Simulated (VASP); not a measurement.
# RbBr under changes of volume

One of the cells (41.053 Å³/atom); the others are scaled copies at fixed shape and fractional positions:

```
CELL_PARAMETERS angstrom
0.00000 3.44970 3.44970
3.44970 0.00000 3.44970
3.44970 3.44970 0.00000
ATOMIC_POSITIONS crystal
Rb 0.00000 0.00000 0.00000
Br 0.50000 0.50000 0.50000
```

* Program: VASP 6.6.1
* Functional: PBEsol
* Potentials or basis: VASP PAW PBE potentials, release 64 (Rb_sv, Br)
* Cutoff: 520 eV
* k mesh: 7 × 7 × 7
* Occupations: fermi-dirac, width 0.05 eV
* Spin: no spin polarisation

```tsv
volume (Å³/atom)	energy over the lowest point (meV/atom)	pressure (GPa)	gap on the mesh (eV)
37.833	6.18	1.0	4.36
38.638	2.20	0.6	4.31
39.443	0.00	0.3	4.26
41.053	?	?	?
41.858	2.09	-0.5	4.13
42.663	5.15	-0.7	4.09
```

Question: What does the run at 41.053 Å³/atom give?

Answer: Energy over the lowest point 0.12 meV/atom; pressure -0.3 GPa; gap on the mesh 4.17 eV.

Worked out: A Birch-Murnaghan fit of order 3 (a polynomial in V^(-2/3)) to the other rows has its minimum at 40.20 Å³/atom with B0 = V·E''(V) = 13.9 GPa and B' = 5.2. It gives 0.11 meV/atom at 41.053 Å³/atom, against the run's 0.12, and -dE/dV = -0.3 GPa, against -0.3. A straight line through the other rows of the gap, of slope -2.24 eV per unit of ln V (its deformation potential), gives 4.17 eV, against the run's 4.17.

Energies are extrapolated to zero smearing.

Caveats: the PAW data sets were made with another functional, which shifts forces and pressure a little; an odd mesh through Γ misses points on the zone boundary, where band edges often lie (some runs). Spin-orbit coupling on Br, Rb is left out.
